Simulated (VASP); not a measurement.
# SnO2 (P4_2/mnm) in VASP: single point with PBE

Aim: the single point of SnO2 with PBE.

Everything below comes from runs of VASP 6.6.1. Logs are shortened: lines on timing, memory, paths and dates and some standing lists are left out, and cuts for length are marked.

### Step 1. The structure

Symmetry: P4_2/mnm, No. 136, tetragonal system. Conventional cell: a = 4.740 Å, b = 4.740 Å, c = 3.190 Å, α = 90.00°, β = 90.00°, γ = 90.00°. Sn (site symmetry mmm) is surrounded by 6 O at 2.05 to 2.06 Å. Around O (site symmetry m2m) lie 3 Sn at 2.05 to 2.06 Å.

### Step 2. Single point, PBE

INCAR

```
SYSTEM = SnO2
ALGO = Fast
EDIFF = 1E-6
ENCUT = 520
GGA = PE
ISIF = 2
ISMEAR = -1
LASPH = .True.
LCHARG = .False.
LREAL = .False.
LWAVE = .False.
NBANDS = 35
NELM = 100
PREC = Accurate
SIGMA = 0.0123
```

KPOINTS

```
k-points
0
Gamma
  6 6 8
  0 0 0
```

POSCAR

```
SnO2
1.0
    4.7398960200      0.0000000000      0.0000000000
    0.0000000000      4.7398960200      0.0000000000
    0.0000000000      0.0000000000      3.1901440900
Sn O
2 4
Direct
    0.0000000000      0.0000000000      0.0000000000
    0.5000000000      0.5000000000      0.5000000000
    0.3053000000      0.3053000000      0.0000000000
    0.1947000000      0.8053000000      0.5000000000
    0.6947000000      0.6947000000      0.0000000000
    0.8053000000      0.1947000000      0.5000000000
```

Potentials or basis: VASP PAW PBE potentials, release 64 (Sn_d, O).

On the command line:

```sh
$ cat potpaw_PBE.64/Sn_d/POTCAR potpaw_PBE.64/O/POTCAR > POTCAR
$ mpirun -np 1 vasp_std > vasp.out
```

OUTCAR:

```text
SYSTEM = SnO2
   EDIFF = 1E-6
   ENCUT = 520
   GGA = PE
   ISIF = 2
   ISMEAR = -1
   LASPH = .True.
   LREAL = .False.
   NELM = 100
   PREC = Accurate

 ion  position               nearest neighbor table
   1  0.000  0.000  0.000-   3 2.05   5 2.05   4 2.06   6 2.06   4 2.06   6 2.06   2 3.71   2 3.71
                             2 3.71   2 3.71   2 3.71   2 3.71   2 3.71   2 3.71
   2  0.500  0.500  0.500-   4 2.05   6 2.05   5 2.06   3 2.06   3 2.06   5 2.06   1 3.71   1 3.71
                             1 3.71   1 3.71   1 3.71   1 3.71   1 3.71   1 3.71
   3  0.305  0.305  0.000-   1 2.05   2 2.06   2 2.06
   4  0.195  0.805  0.500-   2 2.05   1 2.06   1 2.06
   5  0.695  0.695  0.000-   1 2.05   2 2.06   2 2.06
   6  0.805  0.195  0.500-   2 2.05   1 2.06   1 2.06

  LATTYP: Found a simple tetragonal cell.
 ALAT       =     4.7398960200
 C/A-ratio  =     0.6730409436

  Lattice vectors:

 A1 = (   4.7398960200,   0.0000000000,   0.0000000000)
 A2 = (   0.0000000000,   4.7398960200,   0.0000000000)
 A3 = (   0.0000000000,   0.0000000000,   3.1901440900)

Analysis of symmetry for initial positions (statically):
=====================================================================
 Subroutine PRICEL returns:
 Original cell was already a primitive cell.

 Routine SETGRP: Setting up the symmetry group for a
 simple tetragonal supercell.

 Subroutine GETGRP returns: Found 16 space group operations
 (whereof  8 operations were pure point group operations)
 out of a pool of 16 trial point group operations.

The static configuration has the point symmetry D_2h.
 The point group associated with its full space group is D_4h.

Analysis of symmetry for dynamics (positions and initial velocities):
=====================================================================
 Subroutine PRICEL returns:
 Original cell was already a primitive cell.

 Routine SETGRP: Setting up the symmetry group for a
 simple tetragonal supercell.

 Subroutine GETGRP returns: Found 16 space group operations
 (whereof  8 operations were pure point group operations)
 out of a pool of 16 trial point group operations.

The dynamic configuration has the point symmetry D_2h.
 The point group associated with its full space group is D_4h.

 Subroutine INISYM returns: Found 16 space group operations
 (whereof  8 operations are pure point group operations),
 and found     1 'primitive' translations

----------------------------------------------------------------------------------------

                                     Primitive cell

  volume of cell :      71.6717

  direct lattice vectors                    reciprocal lattice vectors
     4.739896020  0.000000000  0.000000000     0.210975092  0.000000000  0.000000000
     0.000000000  4.739896020  0.000000000     0.000000000  0.210975092  0.000000000
     0.000000000  0.000000000  3.190144090     0.000000000  0.000000000  0.313465465

  length of vectors
     4.739896020  4.739896020  3.190144090     0.210975092  0.210975092  0.313465465

  position of ions in fractional coordinates (direct lattice)
     0.000000000  0.000000000  0.000000000
     0.500000000  0.500000000  0.500000000
     0.305300000  0.305300000  0.000000000
     0.194700000  0.805300000  0.500000000
     0.694700000  0.694700000  0.000000000
     0.805300000  0.194700000  0.500000000

  ion indices of the primitive-cell ions
   primitive index   ion index
                 1           1
                 2           2
                 3           3
                 4           4
                 5           5
                 6           6

----------------------------------------------------------------------------------------

 KPOINTS: k-points

Automatic generation of k-mesh.
 Grid dimensions read from file:
 generate k-points for:    6    6    8

 Generating k-lattice:

  Cartesian coordinates                     Fractional coordinates (reciprocal lattice)
     0.035162515  0.000000000  0.000000000     0.166666667  0.000000000  0.000000000
     0.000000000  0.035162515  0.000000000     0.000000000  0.166666667  0.000000000
     0.000000000  0.000000000  0.039183183     0.000000000  0.000000000  0.125000000

  Length of vectors
     0.035162515  0.035162515  0.039183183

  Shift w.r.t. Gamma in fractional coordinates (k-lattice)
     0.000000000  0.000000000  0.000000000

 Subroutine IBZKPT returns following result:
 ===========================================

 Found     50 irreducible k-points:

 Following reciprocal coordinates:
            Coordinates               Weight
  0.000000  0.000000  0.000000      1.000000
  0.166667  0.000000  0.000000      4.000000
  0.333333  0.000000  0.000000      4.000000
  0.500000  0.000000  0.000000      2.000000
  0.166667  0.166667  0.000000      4.000000
  0.333333  0.166667  0.000000      8.000000
[... 16 lines left out ...]
  0.333333  0.000000  0.250000      8.000000
  0.500000  0.000000  0.250000      4.000000
 [... further k-points ...]
   k-points           NKPTS =     50   k-points in BZ     NKDIM =     50   number of bands    NBANDS=     35
   number of dos      NEDOS =    301   number of ions     NIONS =      6
   total plane-waves  NPLWV =  31104
   dimension x,y,z NGX =    36 NGY =   36 NGZ =   24
   dimension x,y,z NGXF=    72 NGYF=   72 NGZF=   48
   ions per type =               2   4
   NGX,Y,Z   is equivalent  to a cutoff of  12.63, 12.63, 12.51 a.u.
   NGXF,Y,Z  is equivalent  to a cutoff of  25.25, 25.25, 25.01 a.u.
 SYSTEM =  SnO2
   PREC   = accura    normal or accurate (medium, high low for compatibility)
   ISTART =      0    job   : 0-new  1-cont  2-samecut
   ICHARG =      2    charge: 1-file 2-atom 10-const
   ISPIN  =      1    spin polarized calculation?
   LNONCOLLINEAR =      F non collinear calculations
   LSORBIT =      F    spin-orbit coupling
   LASPH  =      T    aspherical Exc in radial PAW
   ENCUT  =  520.0 eV  38.22 Ry    6.18 a.u.   8.81  8.81  5.93*2*pi/ulx,y,z
   NELM   =    100;   NELMIN=  2; NELMDL= -5     # of ELM steps
   EDIFF  = 0.1E-05   stopping-criterion for ELM
   LREAL  =      F    real-space projection
   EDIFFG = 0.1E-04   stopping-criterion for IOM
   NSW    =      0    number of steps for IOM
   IBRION =     -1    ionic relax: 0-MD 1-quasi-New 2-CG
   NFREE  =      0    steps in history (QN), initial steepest desc. (CG)
   ISIF   =      2    stress and relaxation
   ISYM   =      2    0-nonsym 1-usesym 2-fastsym
   POTIM  = 0.5000    time-step for ionic-motion
   TEBEG  =    0.0;   TEEND  =   0.0 temperature during run
   PSTRESS=    0.0 pullay stress
   NELECT =      52.0000    total number of electrons
   NUPDOWN=      -1.0000    fix difference up-down
   EMIN   =  10.00;   EMAX   =-10.00  energy-range for DOS
   EFERMI =   0.00;   METHOD = LEGACY
   ISMEAR =    -1;   SIGMA  =   0.01  broadening in eV -4-tet -1-fermi 0-gaus
   EFERMI_NEDOS =   21; number of points for ismear=-14 and -15
   IALGO  =     68    algorithm
   IMIX   =      4    mixing-type and parameters
     AMIX     =   0.40;   BMIX     =  1.00
     AMIX_MAG =   1.60;   BMIX_MAG =  1.00
  volume/ion in A,a.u.               =      11.95        80.61
  Fermi-wavevector in a.u.,A,eV,Ry     =   1.471047  2.779876 29.442737  2.163980
  Thomas-Fermi vector in A             =   2.586230
   LORBIT       =      0    0 simple, 1 ext, 2 COOP (PROOUT), +10 PAW based schemes
   GGA     = PE    functional components
   LHFCALC =     F    Hartree Fock is set to
   AEXX    =    0.0000 exact exchange contribution
   IVDW    =     0    specifies the selected vdW correction
   LEPSILON=     F    determine dielectric tensor
   LRPA    =     F    only Hartree local field effects (RPA)
 non-spin polarized calculation
 RMM-DIIS sequential band-by-band and
  energy-cutoff  :      520.00
  volume of cell :       71.67
 maximum number of plane-waves:      1992
 NGX is ok and might be reduce to    36
   NGX = 17   NGY = 17   NGZ = 11

 number of electron      51.9999992 magnetization

 Free energy of the ion-electron system (eV)
  ---------------------------------------------------
  ext. energy  EPLUGINS =         0.00000000
  ---------------------------------------------------
  free energy    TOTEN  =       -37.17693244 eV

  energy without entropy =      -37.17693244  energy(sigma->0) =      -37.17693244

 E-fermi :   6.4108     XC(G=0): -11.2505

 val. band max:        6.1276965094   @ k =   0.0000   0.0000   0.0000
 cond. band min:       7.3360623327   @ k =   0.0000   0.0000   0.0000
 fundamental gap:      1.2083658232
 Fermi energy:         6.4107911974

 k-point     1 :       0.0000    0.0000    0.0000
  band No.  band energies     occupation
      1     -14.9865      2.00000
      2     -14.1852      2.00000
      3     -13.9387      2.00000
      4     -13.9101      2.00000
      5     -13.9101      2.00000
      6     -13.8516      2.00000
[... 27 lines left out ...]
     34      18.6360      0.00000
     35      18.8080      0.00000

 k-point     2 :       0.1667    0.0000    0.0000
  band No.  band energies     occupation
      1     -14.9432      2.00000
      2     -14.2359      2.00000
      3     -13.9386      2.00000
      4     -13.9082      2.00000
      5     -13.9081      2.00000
      6     -13.8878      2.00000
[... 27 lines left out ...]
     34      18.3491      0.00000
     35      18.7676      0.00000

 k-point     3 :       0.3333    0.0000    0.0000
  band No.  band energies     occupation
      1     -14.8173      2.00000
      2     -14.4026      2.00000
      3     -13.9386      2.00000
      4     -13.9270      2.00000
      5     -13.9042      2.00000
      6     -13.9040      2.00000
[... 27 lines left out ...]
     34      18.4274      0.00000
     35      18.7313      0.00000
[... 723 lines left out ...]
 k-point    23 :       0.3333    0.0000    0.2500
  band No.  band energies     occupation
      1     -14.7098      2.00000
      2     -14.5600      2.00000
      3     -14.2128      2.00000
      4     -13.9861      2.00000
      5     -13.8281      2.00000
      6     -13.8228      2.00000
[... 27 lines left out ...]
     34      18.3362      0.00000
     35      18.6075      0.00000

 k-point    24 :       0.5000    0.0000    0.2500
  band No.  band energies     occupation
      1     -14.6568      2.00000
      2     -14.6568      2.00000
      3     -14.0851      2.00000
      4     -14.0851      2.00000
      5     -13.8231      2.00000
      6     -13.8231      2.00000
[... 27 lines left out ...]
     34      18.5463      0.00000
     35      18.7973      0.00000

 [... further k-points ...]
[... 5 lines left out ...]
  --------------------------------------------------------------------------------------
  -------------------------------------------------------------------------------------
  Total        4.5008524      4.5008524      5.4869936     -0.0000000      0.0000000      0.0000000
  in kB      100.6137708    100.6137708    122.6583464     -0.0000000      0.0000000      0.0000000
  external PRESSURE =     107.9619627 kB  Pullay stress =       0.0000000 kB

 VOLUME and BASIS-vectors are now :
 -----------------------------------------------------------------------------
  energy-cutoff  :      520.00
  volume of cell :       71.67
      direct lattice vectors                 reciprocal lattice vectors
     4.739896020  0.000000000  0.000000000     0.210975092  0.000000000  0.000000000
     0.000000000  4.739896020  0.000000000     0.000000000  0.210975092  0.000000000
     0.000000000  0.000000000  3.190144090     0.000000000  0.000000000  0.313465465

 POSITION                                       TOTAL-FORCE (eV/Angst)
 -----------------------------------------------------------------------------------
      0.00000      0.00000      0.00000         0.000000     -0.000000      0.000000
      2.36995      2.36995      1.59507         0.000000     -0.000000      0.000000
      1.44709      1.44709      0.00000         0.007527      0.007527      0.000000
      0.92286      3.81704      1.59507        -0.007527      0.007527      0.000000
      3.29281      3.29281      0.00000        -0.007527     -0.007527     -0.000000
      3.81704      0.92286      1.59507         0.007527     -0.007527     -0.000000
 -----------------------------------------------------------------------------------
    total drift:                                0.000000      0.000000      0.000000

  FREE ENERGIE OF THE ION-ELECTRON SYSTEM (eV)
  ---------------------------------------------------
  free  energy   TOTEN  =       -37.1769324375 eV

  energy  without entropy=      -37.1769324375  energy(sigma->0) =      -37.17693244
```

It took 63 s on 1 thread of Intel Xeon Platinum 8559C (Emerald Rapids), shared host; peak memory 0.23 GiB.

What came out:

```yaml
Free_energy: -37.1769 eV
Pressure: 10.8 GPa
Largest_force: 0.011 eV/Å
Band_gap_on_the_k_mesh: 1.21 eV, direct
```

Forces on the atoms (eV/Å):
```
Sn   0.000  0.000  0.000
Sn   0.000  0.000  0.000
O    0.008  0.008  0.000
O   -0.008  0.008  0.000
O   -0.008 -0.008  0.000
O    0.008 -0.008  0.000
```

Caveat: spin-orbit coupling is left out, which moves the levels of the heavy elements.
